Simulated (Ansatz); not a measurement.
# Sn (I4_1/amd) in Ansatz: a series of runs

The runs below take Sn through single point, with PBE.

Program: Ansatz 0.2.0. These are calculated values, not measurements. Logs are shortened: lines on timing, memory, paths and dates and some standing lists are left out, and cuts for length are marked.

## 1. Starting point

It takes space group I4_1/amd (No. 141, tetragonal). Conventional cell: a = 5.880 Å, b = 5.880 Å, c = 3.199 Å, α = 90.00°, β = 90.00°, γ = 90.00°. Around Sn (site symmetry -4m2) lie 6 Sn at 3.05 to 3.20 Å.

## 2. Single point, PBE

input.yaml

```yaml
crystal:
  lattice:
    - [-2.9401404553, 2.9401404553, 1.5993019889]
    - [2.9401404553, -2.9401404553, 1.5993019889]
    - [2.9401404553, 2.9401404553, -1.5993019889]
  atoms:
    - { symbol: Sn, position: [0.0, 0.0, 0.0] }
    - { symbol: Sn, position: [0.75, 0.25, 0.5] }
kpoints:
  mp_grid: { grid: [9, 9, 9] }
scf:
  occupations: { method: gaussian, width: 0.014 }
hamiltonian:
  xc: pbe
  pseudopotentials: { kind: all_electron, lapw: { basis_error: 0.001 } }
output:
  forces: true
  stress: true
  eigenvalues: true
```

Potentials or basis: all-electron LAPW, scalar-relativistic.

Command:

```console
$ ansatz run input.yaml --threads 1 --pin off --max-ram 3072MiB --backend cpu --events-out ev --progress --plain --runs-dir out
```

Standard output:

```text
Warning: RAYON_NUM_THREADS=1 ignored (pool sized by the plan → 1); use --threads N
LAPW: plane waves up to 7.380 Å⁻¹, error target 1.0e-3 eV per atom; small_component_spin mean_spin; Sn in spheres of 1.523 Å, 22 of its electrons in bands, Dirac shells [] (how accurate: hamiltonian.pseudopotentials.lapw.basis_error, Limitations)
Engine: ansatz 0.2.0, x86_64-unknown-linux-gnu
Pseudopotentials: kind: all_electron
Pseudopotential: Sn, LAPW, valence charge 22, lapw/all_electron/scalar/gaussian/Sn, Koelling and Harmon's equation, gaussian nucleus
Functional definition: PBE
  parameter kappa = 0.804
  parameter beta = 0.06672455060314922
  exchange = pbe_x(kappa = kappa, mu = beta*pi^2/3)
  correlation = pbe_c(beta = beta)
Crystal: 2 atoms, lattice volume = 55.300 Å³
Basis set: ecut = 207.51062181467412 eV, 383 PW (Γ), FFT grids on a1+a2, a2, a3, exchange–correlation at level 2
Bands: 27, of which v1, the nominal top of the filled ones, is band 22 counted from 1 (21 counted from 0)
Symmetry: 16 space group operations
Space group: I41/amd (ITA 141), of the structure as read, at distance tolerance 3.8e-5 Å
k-points: 75 of 729
Non-local potential: Sn, projectors of the file, none
Initial density: superposition of atomic densities (chi_scale 0.1, normalization cell)
Initial wavefunctions: plane waves of lowest kinetic energy (no species holds an atomic orbital)
Functional: x = pbe(κ = 0.804, μ = 0.2195149727645171), c = pbe(β = 0.06672455060314922)
iter 1 solved again at ethr=7.51e-5 eV; its pass at ethr=1.00e-1 eV (dr2=3.30e-2 eV) is discarded
SCF iter   1: F=—  HF=-336178.789189 eV  |F-HF|=—  |Δ(HF+E_count)|=         —  Δρ=9.35e-3  dr2=3.32e-2  ethr=7.51e-5  ⟨swp⟩=3.0  Hψ=13866  notcnv=0
preconditioner: auto → none  [insulator: Δε(μ)=0.023 eV  Ē_g=20.760 eV  σ=0.014 eV  W_gap=0.69  n_scr=16 (ndim 8)  ℏωp=26.4 eV  f_vac=0.000  D(μ)=1.45/eV (n_scr^D=8)  ε∞_Penn≈2.6]
SCF iter   2: F=—  HF=-336178.772481 eV  |F-HF|=—  |Δ(HF+E_count)|=   1.67e-2  Δρ=4.71e-3  dr2=9.33e-3  ethr=7.51e-5  ⟨swp⟩=2.1  Hψ=6372  notcnv=0
iter 3 solved again at ethr=1.80e-6 eV; its pass at ethr=2.12e-5 eV (dr2=7.94e-4 eV) is discarded
SCF iter   3: F=—  HF=-336178.774026 eV  |F-HF|=—  |Δ(HF+E_count)|=   1.55e-3  Δρ=1.38e-3  dr2=7.95e-4  ethr=1.80e-6  ⟨swp⟩=2.0  Hψ=10469  notcnv=0
SCF iter   4: F=—  HF=-336178.774010 eV  |F-HF|=—  |Δ(HF+E_count)|=   1.57e-5  Δρ=1.45e-4  dr2=1.36e-5  ethr=1.80e-6  ⟨swp⟩=2.0  Hψ=6001  notcnv=0
SCF iter   5: F=—  HF=-336178.774015 eV  |F-HF|=—  |Δ(HF+E_count)|=   4.64e-6  Δρ=1.20e-5  dr2=6.38e-8  ethr=3.09e-8  ⟨swp⟩=2.1  Hψ=6006  notcnv=0
SCF iter   6: F=-336178.774015 eV  HF=-336178.774015 eV  |F-HF|=1.28e-9  |Δ(HF+E_count)|=   1.70e-7  Δρ=1.11e-6  dr2=3.40e-10  ethr=1.45e-10  ⟨swp⟩=3.0  Hψ=6285  notcnv=0
SCF 1 converged in 6 iterations: F = -336178.774015 eV  dr2 = 3.40e-10
SCF converged after 6 iterations
Free energy (F): -336178.774015 eV
Harris-Foulkes:  -336178.774015 eV  (|F-HF|=1.28e-9)
Internal energy: -336178.773828 eV  (E = F + TS)
E sigma→0 (E₀):  -336178.773922 eV
Entropy (-TS):   -0.000187 eV (-0.093 meV/atom)
Fermi energy:    13.360616 eV
--- Per-component energies (eV) ---
  E_band       = -1416.202230
  E_kinetic    = 353567.692432
  E_xc         = -8995.511706
  E_electrostatic = -680750.954554  (all electrons and nuclei)
  E_smearing   = -0.000187  (= −TS)
  E_closure    = 0.000000  (closes the sum)
  E_atoms      = -336171.220692  (free atoms, spherical and without spin; not in F)
  Σ components = -336178.774015   (vs F -336178.774015, Δ=0.00e0)
  Basis errors (estimates in eV, not in F): energy 3.3e-4 per atom: plane waves 3.2e-4 (1.7e-4 summed), levels above the bands 0.0e0, relativity 1.8e-8, radial functions 1.3e-5, core shells 2.9e-9; eigenvalues (radial functions only) 5.8e-7; not estimated: angular momenta, meshes, grids; target (lapw.basis_error) 1.0e-3; muffin-tin radii Sn 1.523 Å
--- Forces (eV/Å), atoms counted from 1 ---
  atom   1  Sn    -0.00000000     0.00000000     0.00000000
  atom   2  Sn    -0.00000000     0.00000000     0.00000000
  max |Σ_I F_I| component: 2.82e-18 eV/Å
--- Stress (GPa, compression-positive) ---
        1.553520       0.000000       0.000000
        0.000000       1.553520       0.000000
        0.000000       0.000000       1.166536
  P = ⅓ Tr σ = 1.4245 GPa (14.245 kbar)
--- Band table (eV; the first three rows and the last of 75) ---
  k-point 0: bands = ["-116.0346", "-116.0339", "-71.8263", "-71.8260", "-71.8160", "-71.8160", "-71.8094", "-71.8094", "-8.2809", "-8.2012", "-8.1612", "-8.1487", "-8.0079", "-8.0079", "-7.9977", "-7.9977", "-7.9174", "-7.8126", "2.3594", "9.6535", "11.4205", "11.4205", "16.3495", "19.4763", "19.4763", "20.0959", "20.1977"]
  k-point 1: bands = ["-116.0346", "-116.0339", "-71.8263", "-71.8260", "-71.8158", "-71.8158", "-71.8096", "-71.8096", "-8.2712", "-8.2028", "-8.1551", "-8.1528", "-8.0126", "-8.0026", "-7.9952", "-7.9941", "-7.9231", "-7.8224", "2.4688", "8.8446", "11.5503", "12.0250", "16.8555", "18.5578", "18.8844", "20.0520", "20.1899"]
  k-point 2: bands = ["-116.0346", "-116.0340", "-71.8263", "-71.8261", "-71.8153", "-71.8152", "-71.8102", "-71.8101", "-8.2432", "-8.2063", "-8.1693", "-8.1302", "-8.0276", "-7.9907", "-7.9901", "-7.9837", "-7.9390", "-7.8487", "2.7967", "7.5180", "11.9363", "12.8468", "17.1474", "17.7064", "18.2630", "19.7436", "19.9082"]
  k-point 74: bands = ["-116.0343", "-116.0343", "-71.8262", "-71.8261", "-71.8165", "-71.8163", "-71.8091", "-71.8089", "-8.2138", "-8.2125", "-8.0517", "-8.0274", "-8.0259", "-8.0184", "-8.0043", "-7.9927", "-7.9881", "-7.9870", "5.5491", "5.9016", "8.7057", "9.0653", "18.3904", "18.3977", "21.9013", "22.3775", "24.9319"]
```

Wall time 11 s (1 thread of Intel Xeon Platinum 8488C (Sapphire Rapids), shared host); peak memory 0.4 GiB.

Results:

```
Free energy            : -336178.7740 eV
Pressure               : 1.4 GPa
Band gap on the k mesh : none (metal or under the smearing width)
```

## 3. Single point, PBE

Edit input.yaml of step 2 so:

```diff
@@ -11,3 +11,3 @@
 scf:
-  occupations: { method: gaussian, width: 0.014 }
+  occupations: { method: gaussian, width: 0.021 }
 hamiltonian:
```

Potentials or basis: all-electron LAPW, scalar-relativistic.

Command:

```console
$ ansatz run input.yaml --threads 1 --pin off --max-ram 3072MiB --backend cpu --events-out ev --progress --plain --runs-dir out
```

Standard output:

```text
Warning: RAYON_NUM_THREADS=1 ignored (pool sized by the plan → 1); use --threads N
LAPW: plane waves up to 7.380 Å⁻¹, error target 1.0e-3 eV per atom; small_component_spin mean_spin; Sn in spheres of 1.523 Å, 22 of its electrons in bands, Dirac shells [] (how accurate: hamiltonian.pseudopotentials.lapw.basis_error, Limitations)
Engine: ansatz 0.2.0, x86_64-unknown-linux-gnu
Pseudopotentials: kind: all_electron
Pseudopotential: Sn, LAPW, valence charge 22, lapw/all_electron/scalar/gaussian/Sn, Koelling and Harmon's equation, gaussian nucleus
Functional definition: PBE
  parameter kappa = 0.804
  parameter beta = 0.06672455060314922
  exchange = pbe_x(kappa = kappa, mu = beta*pi^2/3)
  correlation = pbe_c(beta = beta)
Crystal: 2 atoms, lattice volume = 55.300 Å³
Basis set: ecut = 207.51062181467412 eV, 383 PW (Γ), FFT grids on a1+a2, a2, a3, exchange–correlation at level 2
Bands: 27, of which v1, the nominal top of the filled ones, is band 22 counted from 1 (21 counted from 0)
Symmetry: 16 space group operations
Space group: I41/amd (ITA 141), of the structure as read, at distance tolerance 3.8e-5 Å
k-points: 75 of 729
Non-local potential: Sn, projectors of the file, none
Initial density: superposition of atomic densities (chi_scale 0.1, normalization cell)
Initial wavefunctions: plane waves of lowest kinetic energy (no species holds an atomic orbital)
Functional: x = pbe(κ = 0.804, μ = 0.2195149727645171), c = pbe(β = 0.06672455060314922)
iter 1 solved again at ethr=7.49e-5 eV; its pass at ethr=1.00e-1 eV (dr2=3.29e-2 eV) is discarded
SCF iter   1: F=—  HF=-336178.789284 eV  |F-HF|=—  |Δ(HF+E_count)|=         —  Δρ=9.34e-3  dr2=3.31e-2  ethr=7.49e-5  ⟨swp⟩=3.0  Hψ=13867  notcnv=0
preconditioner: auto → none  [insulator: Δε(μ)=0.023 eV  Ē_g=20.760 eV  σ=0.021 eV  W_gap=0.53  n_scr=16 (ndim 8)  ℏωp=26.4 eV  f_vac=0.000  D(μ)=1.57/eV (n_scr^D=16)  ε∞_Penn≈2.6]
SCF iter   2: F=—  HF=-336178.772594 eV  |F-HF|=—  |Δ(HF+E_count)|=   1.67e-2  Δρ=4.71e-3  dr2=9.30e-3  ethr=7.49e-5  ⟨swp⟩=2.0  Hψ=6366  notcnv=0
iter 3 solved again at ethr=1.81e-6 eV; its pass at ethr=2.11e-5 eV (dr2=7.94e-4 eV) is discarded
SCF iter   3: F=—  HF=-336178.774138 eV  |F-HF|=—  |Δ(HF+E_count)|=   1.54e-3  Δρ=1.38e-3  dr2=7.95e-4  ethr=1.81e-6  ⟨swp⟩=2.0  Hψ=10192  notcnv=0
SCF iter   4: F=—  HF=-336178.774124 eV  |F-HF|=—  |Δ(HF+E_count)|=   1.44e-5  Δρ=1.44e-4  dr2=1.34e-5  ethr=1.81e-6  ⟨swp⟩=2.0  Hψ=6006  notcnv=0
SCF iter   5: F=—  HF=-336178.774129 eV  |F-HF|=—  |Δ(HF+E_count)|=   4.61e-6  Δρ=1.20e-5  dr2=6.38e-8  ethr=3.06e-8  ⟨swp⟩=2.2  Hψ=6009  notcnv=0
SCF iter   6: F=-336178.774129 eV  HF=-336178.774129 eV  |F-HF|=1.40e-9  |Δ(HF+E_count)|=   1.69e-7  Δρ=1.11e-6  dr2=3.39e-10  ethr=1.45e-10  ⟨swp⟩=3.0  Hψ=6285  notcnv=0
SCF 1 converged in 6 iterations: F = -336178.774129 eV  dr2 = 3.39e-10
SCF converged after 6 iterations
Free energy (F): -336178.774129 eV
Harris-Foulkes:  -336178.774129 eV  (|F-HF|=1.40e-9)
Internal energy: -336178.773741 eV  (E = F + TS)
E sigma→0 (E₀):  -336178.773935 eV
Entropy (-TS):   -0.000388 eV (-0.194 meV/atom)
Fermi energy:    13.360903 eV
--- Per-component energies (eV) ---
  E_band       = -1416.203826
  E_kinetic    = 353567.695045
  E_xc         = -8995.511560
  E_electrostatic = -680750.957227  (all electrons and nuclei)
  E_smearing   = -0.000388  (= −TS)
  E_closure    = 0.000000  (closes the sum)
  E_atoms      = -336171.220692  (free atoms, spherical and without spin; not in F)
  Σ components = -336178.774129   (vs F -336178.774129, Δ=0.00e0)
  Basis errors (estimates in eV, not in F): energy 3.3e-4 per atom: plane waves 3.2e-4 (1.7e-4 summed), levels above the bands 0.0e0, relativity 1.8e-8, radial functions 1.3e-5, core shells 2.9e-9; eigenvalues (radial functions only) 5.8e-7; not estimated: angular momenta, meshes, grids; target (lapw.basis_error) 1.0e-3; muffin-tin radii Sn 1.523 Å
--- Forces (eV/Å), atoms counted from 1 ---
  atom   1  Sn    -0.00000000     0.00000000     0.00000000
  atom   2  Sn     0.00000000     0.00000000     0.00000000
  max |Σ_I F_I| component: 4.34e-19 eV/Å
--- Stress (GPa, compression-positive) ---
        1.537707       0.000000       0.000000
        0.000000       1.537707       0.000000
        0.000000       0.000000       1.204581
  P = ⅓ Tr σ = 1.4267 GPa (14.267 kbar)
--- Band table (eV; the first three rows and the last of 75) ---
  k-point 0: bands = ["-116.0347", "-116.0339", "-71.8261", "-71.8258", "-71.8162", "-71.8162", "-71.8095", "-71.8095", "-8.2812", "-8.2010", "-8.1614", "-8.1485", "-8.0078", "-8.0078", "-7.9976", "-7.9976", "-7.9176", "-7.8128", "2.3594", "9.6536", "11.4204", "11.4204", "16.3492", "19.4762", "19.4762", "20.0960", "20.1979"]
  k-point 1: bands = ["-116.0347", "-116.0340", "-71.8261", "-71.8258", "-71.8160", "-71.8160", "-71.8097", "-71.8097", "-8.2715", "-8.2027", "-8.1550", "-8.1530", "-8.0125", "-8.0026", "-7.9951", "-7.9940", "-7.9233", "-7.8226", "2.4687", "8.8447", "11.5502", "12.0250", "16.8552", "18.5577", "18.8843", "20.0522", "20.1900"]
  k-point 2: bands = ["-116.0346", "-116.0340", "-71.8261", "-71.8259", "-71.8154", "-71.8153", "-71.8103", "-71.8103", "-8.2435", "-8.2062", "-8.1692", "-8.1305", "-8.0276", "-7.9906", "-7.9901", "-7.9837", "-7.9392", "-7.8490", "2.7967", "7.5180", "11.9361", "12.8467", "17.1472", "17.7064", "18.2628", "19.7437", "19.9084"]
  k-point 74: bands = ["-116.0343", "-116.0343", "-71.8260", "-71.8259", "-71.8167", "-71.8165", "-71.8092", "-71.8090", "-8.2137", "-8.2124", "-8.0518", "-8.0275", "-8.0261", "-8.0186", "-8.0043", "-7.9927", "-7.9881", "-7.9870", "5.5491", "5.9017", "8.7055", "9.0652", "18.3905", "18.3978", "21.9012", "22.3775", "24.9316"]
```

Wall time 14 s (1 thread of Intel Xeon Platinum 8488C (Sapphire Rapids), shared host); peak memory 0.4 GiB.

Results:

```
Free energy            : -336178.7741 eV
Pressure               : 1.4 GPa
Band gap on the k mesh : none (metal or under the smearing width)
```

Stress tensor (GPa, compression positive):
```
1.54 0.00 0.00
0.00 1.54 0.00
0.00 0.00 1.20
```
